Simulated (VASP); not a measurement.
# TiAl (Pm-3m) in VASP: further runs

Runs on TiAl. Level: PBE. Tasks: single point.

Everything below comes from runs of VASP 6.6.1. Logs are shortened: lines on timing, memory, paths and dates and some standing lists are left out, and cuts for length are marked.

**1. Starting point**

The structure is cubic, space group Pm-3m (No. 221). The conventional cell has a = 3.179 Å, b = 3.179 Å, c = 3.179 Å, α = 90.00°, β = 90.00°, γ = 90.00°. Ti (site symmetry m-3m) is surrounded by 8 Al at 2.75 Å. Around Al (site symmetry m-3m) lie 8 Ti at 2.75 Å.

The cell comes from a database or a generator and needn't be the stable form of this composition.

**2. Single point, PBE**

The input, INCAR:

```
SYSTEM = TiAl
  ADDGRID = .FALSE.
  ALGO = Normal
  EDIFF = 1E-6
  ENCUT = 520
  GGA = PE
  ISIF = 2
  ISMEAR = -1
  LASPH = .TRUE.
  LCHARG = .FALSE.
  LREAL = .FALSE.
  LWAVE = .FALSE.
  NELM = 100
  PREC = Accurate
  SIGMA = 0.1
```

The input, KPOINTS:

```
k-points
0
G
  5 5 5
  0 0 0
```

The input, POSCAR:

```
TiAl
1.0
    3.1790640000      0.0000000000      0.0000000000
    0.0000000000      3.1790640000      0.0000000000
    0.0000000000      0.0000000000      3.1790640000
Ti Al
1 1
Direct
    0.0000000000      0.0000000000      0.0000000000
    0.5000000000      0.5000000000      0.5000000000
```

Potentials or basis: VASP PAW PBE potentials, release 64 (Ti_sv, Al).

The run is started by

```sh
$ cat potpaw_PBE.64/Ti_sv/POTCAR potpaw_PBE.64/Al/POTCAR > POTCAR
$ mpirun -np 1 vasp_std > vasp.out
```

OUTCAR:

```text
SYSTEM = TiAl
   EDIFF = 1E-6
   ENCUT = 520
   GGA = PE
   ISIF = 2
   ISMEAR = -1
   LASPH = .TRUE.
   LREAL = .FALSE.
   NELM = 100
   PREC = Accurate

 Found     10 irreducible k-points:

 Following reciprocal coordinates:
            Coordinates               Weight
  0.000000  0.000000  0.000000      1.000000
  0.200000  0.000000  0.000000      6.000000
  0.400000  0.000000  0.000000      6.000000
  0.200000  0.200000  0.000000     12.000000
  0.400000  0.200000  0.000000     24.000000
  0.400000  0.400000  0.000000     12.000000
   k-points           NKPTS =     10   k-points in BZ     NKDIM =     10   number of bands    NBANDS=     11
   number of dos      NEDOS =    301   number of ions     NIONS =      2
   total plane-waves  NPLWV =  13824
   dimension x,y,z NGX =    24 NGY =   24 NGZ =   24
   dimension x,y,z NGXF=    48 NGYF=   48 NGZF=   48
   ions per type =               1   1
   NGX,Y,Z   is equivalent  to a cutoff of  12.55, 12.55, 12.55 a.u.
   NGXF,Y,Z  is equivalent  to a cutoff of  25.10, 25.10, 25.10 a.u.
 SYSTEM =  TiAl
   PREC   = accura    normal or accurate (medium, high low for compatibility)
   ISTART =      0    job   : 0-new  1-cont  2-samecut
   ICHARG =      2    charge: 1-file 2-atom 10-const
   ISPIN  =      1    spin polarized calculation?
   LNONCOLLINEAR =      F non collinear calculations
   LSORBIT =      F    spin-orbit coupling
   LASPH  =      T    aspherical Exc in radial PAW
   ENCUT  =  520.0 eV  38.22 Ry    6.18 a.u.   5.91  5.91  5.91*2*pi/ulx,y,z
   NELM   =    100;   NELMIN=  2; NELMDL= -5     # of ELM steps
   EDIFF  = 0.1E-05   stopping-criterion for ELM
   LREAL  =      F    real-space projection
   EDIFFG = 0.1E-04   stopping-criterion for IOM
   NSW    =      0    number of steps for IOM
   IBRION =     -1    ionic relax: 0-MD 1-quasi-New 2-CG
   NFREE  =      0    steps in history (QN), initial steepest desc. (CG)
   ISIF   =      2    stress and relaxation
   ISYM   =      2    0-nonsym 1-usesym 2-fastsym
   POTIM  = 0.5000    time-step for ionic-motion
   TEBEG  =    0.0;   TEEND  =   0.0 temperature during run
   PSTRESS=    0.0 pullay stress
   NELECT =      15.0000    total number of electrons
   NUPDOWN=      -1.0000    fix difference up-down
   EMIN   =  10.00;   EMAX   =-10.00  energy-range for DOS
   EFERMI =   0.00;   METHOD = LEGACY
   ISMEAR =    -1;   SIGMA  =   0.10  broadening in eV -4-tet -1-fermi 0-gaus
   EFERMI_NEDOS =   21; number of points for ismear=-14 and -15
   IALGO  =     38    algorithm
   IMIX   =      4    mixing-type and parameters
     AMIX     =   0.40;   BMIX     =  1.00
     AMIX_MAG =   1.60;   BMIX_MAG =  1.00
  volume/ion in A,a.u.               =      16.06       108.41
  Fermi-wavevector in a.u.,A,eV,Ry     =   1.270007  2.399964 21.945065  1.612917
  Thomas-Fermi vector in A             =   2.403017
   LORBIT       =      0    0 simple, 1 ext, 2 COOP (PROOUT), +10 PAW based schemes
   GGA     = PE    functional components
   LHFCALC =     F    Hartree Fock is set to
   AEXX    =    0.0000 exact exchange contribution
   IVDW    =     0    specifies the selected vdW correction
   LEPSILON=     F    determine dielectric tensor
   LRPA    =     F    only Hartree local field effects (RPA)
 non-spin polarized calculation
  energy-cutoff  :      520.00
  volume of cell :       32.13
 maximum number of plane-waves:       883
 NGX is ok and might be reduce to    24
   NGX = 11   NGY = 11   NGZ = 11

 number of electron      14.9999994 magnetization

 Free energy of the ion-electron system (eV)
  ---------------------------------------------------
  ext. energy  EPLUGINS =         0.00000000
  ---------------------------------------------------
  free energy    TOTEN  =       -12.15103746 eV

  energy without entropy =      -12.07403431  energy(sigma->0) =      -12.11253589

 E-fermi :   8.7033     XC(G=0): -11.0879

 val. band max:        8.6098653458   @ k =   0.4000   0.2000   0.0000
 cond. band min:       8.7713080416   @ k =   0.4000   0.2000   0.2000
 fundamental gap:      0.1614426957
 Fermi energy:         8.7032905726

 k-point     1 :       0.0000    0.0000    0.0000
  band No.  band energies     occupation
      1     -48.1510      2.00000
      2     -24.3504      2.00000
      3     -24.3504      2.00000
      4     -24.3504      2.00000
      5      -0.5010      2.00000
      6       7.3234      2.00000
      7       7.3234      2.00000
      8      10.5579      0.00000
      9      10.5579      0.00000
     10      10.5579      0.00000
     11      13.1892      0.00000

 k-point     2 :       0.2000    0.0000    0.0000
  band No.  band energies     occupation
      1     -48.1459      2.00000
      2     -24.4097      2.00000
      3     -24.3452      2.00000
      4     -24.3452      2.00000
      5       0.1272      2.00000
      6       6.8106      2.00000
      7       7.5912      1.99997
      8       9.7922      0.00004
      9       9.7922      0.00004
     10      10.6263      0.00000
     11      11.7165      0.00000

 k-point     3 :       0.4000    0.0000    0.0000
  band No.  band energies     occupation
      1     -48.1377      2.00000
      2     -24.5046      2.00000
      3     -24.3368      2.00000
      4     -24.3368      2.00000
      5       1.8664      2.00000
      6       4.5724      2.00000
      7       8.1065      1.99489
      8       9.0197      0.08111
      9       9.0197      0.08111
     10      10.7403      0.00000
     11      11.6148      0.00000

 k-point     4 :       0.2000    0.2000    0.0000
  band No.  band energies     occupation
      1     -48.1409      2.00000
      2     -24.4058      2.00000
      3     -24.4011      2.00000
      4     -24.3400      2.00000
      5       0.7211      2.00000
      6       7.0847      2.00000
      7       7.1903      2.00000
      8       9.0710      0.04934
      9       9.7488      0.00006
     10      10.1647      0.00000
     11      12.1444      0.00000

 k-point     5 :       0.4000    0.2000    0.0000
  band No.  band energies     occupation
      1     -48.1327      2.00000
      2     -24.4965      2.00000
      3     -24.3932      2.00000
      4     -24.3316      2.00000
      5       2.3241      2.00000
      6       5.0339      2.00000
      7       7.8427      1.99963
      8       8.6099      1.43587
      9       9.1869      0.01575
     10      10.2078      0.00000
     11      11.6517      0.00000

 k-point     6 :       0.4000    0.4000    0.0000
  band No.  band energies     occupation
      1     -48.1247      2.00000
      2     -24.4843      2.00000
      3     -24.4825      2.00000
      4     -24.3233      2.00000
      5       3.3510      2.00000
      6       5.9861      2.00000
      7       6.7266      2.00000
      8       8.2206      1.98411
      9       9.4548      0.00109
     10       9.5659      0.00036
     11      11.5198      0.00000

 [... further k-points ...]

------------------------ aborting loop because EDIFF is reached ----------------------------------------

  FORCE on cell =-STRESS in cart. coord.  units (eV):
  Direction    XX          YY          ZZ          XY          YZ          ZX
  --------------------------------------------------------------------------------------
  -------------------------------------------------------------------------------------
  Total        0.1995573      0.1995573      0.1995573      0.0000000      0.0000000     -0.0000000
  in kB        9.9513112      9.9513112      9.9513112      0.0000000      0.0000000     -0.0000000
  external PRESSURE =       9.9513112 kB  Pullay stress =       0.0000000 kB

 VOLUME and BASIS-vectors are now :
 -----------------------------------------------------------------------------
  energy-cutoff  :      520.00
  volume of cell :       32.13
      direct lattice vectors                 reciprocal lattice vectors
     3.179064000  0.000000000  0.000000000     0.314557996  0.000000000  0.000000000
     0.000000000  3.179064000  0.000000000     0.000000000  0.314557996  0.000000000
     0.000000000  0.000000000  3.179064000     0.000000000  0.000000000  0.314557996

 POSITION                                       TOTAL-FORCE (eV/Angst)
 -----------------------------------------------------------------------------------
      0.00000      0.00000      0.00000         0.000000      0.000000      0.000000
      1.58953      1.58953      1.58953         0.000000      0.000000      0.000000
 -----------------------------------------------------------------------------------
    total drift:                                0.000000      0.000000      0.000000

  FREE ENERGIE OF THE ION-ELECTRON SYSTEM (eV)
  ---------------------------------------------------
  free  energy   TOTEN  =       -12.1510374640 eV

  energy  without entropy=      -12.0740343147  energy(sigma->0) =      -12.11253589
```

It took 2.1 s on 1 thread of Intel Xeon 6975P-C (Granite Rapids), shared host; peak memory 0.13 GiB.

These settings aren't checked as converged: the numbers below hold their error.

What came out:

* Free energy: -12.1510 eV
* Pressure: 1.0 GPa
* Band gap on the k mesh: none (metal or under the smearing width)

Caveat: the k mesh is coarse (spacing up to 0.40 Å⁻¹), so the values aren't converged.

**3. Single point, PBE**

INCAR: that of step 2 with these lines changed.

```diff
@@ -4,3 +4,3 @@
   EDIFF = 1E-6
-  ENCUT = 520
+  ENCUT = 280
   GGA = PE
```

The input, KPOINTS:

```
k-points
0
G
  7 7 7
  0 0 0
```

POSCAR is that of step 2.

Potentials or basis: VASP PAW PBE potentials, release 64 (Ti_sv, Al).

The run is started by

```sh
$ cat potpaw_PBE.64/Ti_sv/POTCAR potpaw_PBE.64/Al/POTCAR > POTCAR
$ mpirun -np 1 vasp_std > vasp.out
```

Wall time 2 s (1 thread of Intel Xeon 6975P-C (Granite Rapids), shared host); peak memory 0.11 GiB.

These settings aren't checked as converged: the numbers below hold their error.

What came out:

```yaml
Free_energy: -12.1304 eV
Band_gap_on_the_k_mesh: none (metal or under the smearing width)
```

Caveat: the cutoff is under 1.25 times the usual one of these potentials, so pressure, stress and relaxed cells hold a basis-set (Pulay) error.

**4. Single point, PBE**

INCAR: that of step 3 with these lines changed.

```diff
@@ -4,3 +4,3 @@
   EDIFF = 1E-6
-  ENCUT = 280
+  ENCUT = 400
   GGA = PE
```

The input, KPOINTS:

```
k-points
0
G
  6 6 6
  0 0 0
```

POSCAR is that of step 3.

The run is started by

```sh
$ cat potpaw_PBE.64/Ti_sv/POTCAR potpaw_PBE.64/Al/POTCAR > POTCAR
$ mpirun -np 1 vasp_std > vasp.out
```

Run time: 2.4 s. Hardware: 1 thread of Intel Xeon 6975P-C (Granite Rapids), shared host; peak memory 0.13 GiB.

These settings aren't checked as converged: the numbers below hold their error.

Results:

```yaml
Free_energy: -12.1413 eV
Pressure: 0.4 GPa
Band_gap_on_the_k_mesh: none (metal or under the smearing width)
```
